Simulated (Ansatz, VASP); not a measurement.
## Sn in VASP and in Ansatz

INCAR

```
PREC = Accurate
ENCUT = 520
EDIFF = 1E-6
ISMEAR = 0
SIGMA = 0.1
LREAL = False
LASPH = True
NELM = 80
ALGO = Normal
ISIF = 2
LWAVE = False
LCHARG = False
LDIPOL = True
IDIPOL = 3
DIPOL = 0.5 0.5 0.271
GGA = PE
IVDW = 12
NBANDS = 21
```

File KPOINTS:

```
regular mesh
0
Gamma
  6 6 1
```

POSCAR

```
Sn
1.0
    4.6405182983      0.0000000000      0.0000000000
   -2.3202591491      4.0188067331      0.0000000000
    0.0000000000      0.0000000000     16.3626731831
Sn
2
Direct
    0.3333333333      0.6666666667      0.2971808536
    0.6666666667      0.3333333333      0.2444588335
```

Input for Ansatz:

```yaml
crystal:
  lattice:
    - [4.6405182983, 0.0, 0.0]
    - [-2.3202591491, 4.0188067331, 0.0]
    - [0.0, 0.0, 16.3626731831]
  atoms:
    - { symbol: Sn, position: [0.3333333333, 0.6666666667, 0.2971808536] }
    - { symbol: Sn, position: [0.6666666667, 0.3333333333, 0.2444588335] }
basis:
  ecutwfc: 420
kpoints:
  mp_grid: { grid: [6, 6, 1] }
hamiltonian:
  xc: pbe
  dispersion: d3bj
scf:
  occupations: { method: gaussian, width: 0.1 }
output:
  forces: true
  eigenvalues: true
  write_density: true
  write_potential: true
  elf: true
  volumetric_format: npy
efield:
  axis: 3
  dipole_correction: true
  ramp_width: 0.04
```

Alike in both runs: task single point; functional PBE; dispersion D3(BJ); k mesh 6 × 6 × 1; occupations gaussian, width 0.1 eV; no spin polarisation.

```csv
,VASP,Ansatz
version,VASP 6.6.1,Ansatz 0.2.0
potentials or method,"VASP PAW PBE potentials, release 64 (Sn_d)","scalar-relativistic, plane waves, PAW"
plane-wave cutoff (eV),520,420
valence electrons in the cell,28,28
```

VASP gave:

- gap on the k mesh at the Fermi level (eV): none
- rms of the force components (eV/Å): 0.012
- work function, face that differs most (eV): 4.20

Q: What did Ansatz give for the same quantities?

A: gap on the k mesh at the Fermi level (eV): none; rms of the force components (eV/Å): 0.010; work function, face that differs most (eV): 4.26.

Atom by atom the forces differ by 0.002 eV/Å (rms over components). A gap of «none» marks a metal or a gap that the smearing closes. The functional is the same, so the differences come from potentials, cutoffs and numerics.
